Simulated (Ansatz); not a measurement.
# Sn: convergence and cost

The task, for Sn: sweep the k-point mesh shifted by half a step.

Method: DFT PBEsol, scalar-relativistic, plane waves, PAW, in Ansatz 0.2.0.

1 further run of the same task is left out (set aside as unsound or not needed). Runs told in other sessions of the task aren't counted.

**1. The structure to begin with**

The structure is tetragonal, space group I4/mmm (No. 139). The conventional cell has a = 3.182 Å, b = 3.182 Å, c = 5.831 Å, α = 90.00°, β = 90.00°, γ = 90.00°. Around Sn (site symmetry 4/mmm) lie 4 Sn at 3.18 Å.

Coordinates:

```
Sn
1.0
    -1.59075    1.59075    2.91565
     1.59075   -1.59075    2.91565
     1.59075    1.59075   -2.91565
Sn
1
Direct
  0.00000 0.00000 0.00000
```

Source of the structure: the Crystallography Open Database. It is taken as it stands there.

**2. The base input**

The input, input.yaml:

```yaml
crystal:
  lattice:
    - [-1.59075, 1.59075, 2.91565]
    - [1.59075, -1.59075, 2.91565]
    - [1.59075, 1.59075, -2.91565]
  atoms:
    - { symbol: Sn, position: [0.0, 0.0, 0.0] }
basis:
  ecutwfc: 420
kpoints:
  mp_grid: { grid: [18, 18, 18] }
hamiltonian:
  xc: pbesol
scf:
  occupations: { method: gaussian, width: 0.1 }
output:
  forces: true
  stress: true
  eigenvalues: true
  populations: true
```

It was run beforehand and gave: -5949.6791 eV/atom at zero smearing, pressure -4.11 GPa, largest force 0.000 eV/Å, no gap on the mesh, in 6 SCF cycles and 11 s.

**3. K-point mesh shifted by half a step: 10×10×10**

The input, input.yaml:

```yaml
crystal:
  lattice:
    - [-1.59075, 1.59075, 2.91565]
    - [1.59075, -1.59075, 2.91565]
    - [1.59075, 1.59075, -2.91565]
  atoms:
    - { symbol: Sn, position: [0.0, 0.0, 0.0] }
basis:
  ecutwfc: 420
kpoints:
  mp_grid: { grid: [10, 10, 10], shift: [0.5, 0.5, 0.5] }
hamiltonian:
  xc: pbesol
scf:
  occupations: { method: gaussian, width: 0.1 }
output:
  forces: true
  stress: true
  eigenvalues: true
```

Started as:

```bash
> ansatz run input.yaml --threads 1 --pin off --max-ram 2560MiB --backend cpu --events-out ev --progress --plain --runs-dir out
```

**4. K-point mesh shifted by half a step: 12×12×12**

input.yaml, as its differences from that of step 3:

```diff
@@ -10,3 +10,3 @@
 kpoints:
-  mp_grid: { grid: [10, 10, 10], shift: [0.5, 0.5, 0.5] }
+  mp_grid: { grid: [12, 12, 12], shift: [0.5, 0.5, 0.5] }
 hamiltonian:
```

**5. K-point mesh shifted by half a step set to 14×14×14**

input.yaml, as its differences from that of step 4:

```diff
@@ -10,3 +10,3 @@
 kpoints:
-  mp_grid: { grid: [12, 12, 12], shift: [0.5, 0.5, 0.5] }
+  mp_grid: { grid: [14, 14, 14], shift: [0.5, 0.5, 0.5] }
 hamiltonian:
```

(Steps that only read results are left out.)

What results come out of these runs, taken together? Wanted: largest energy shift, k-point mesh shifted by half a step.

The runs gave:

| quantity | value |
| --- | --- |
| largest energy shift, k-point mesh shifted by half a step | -6.65 meV/atom at 10×10×10 |

**Reading.** The densest shifted mesh lands 2.31 meV/atom from the base run.
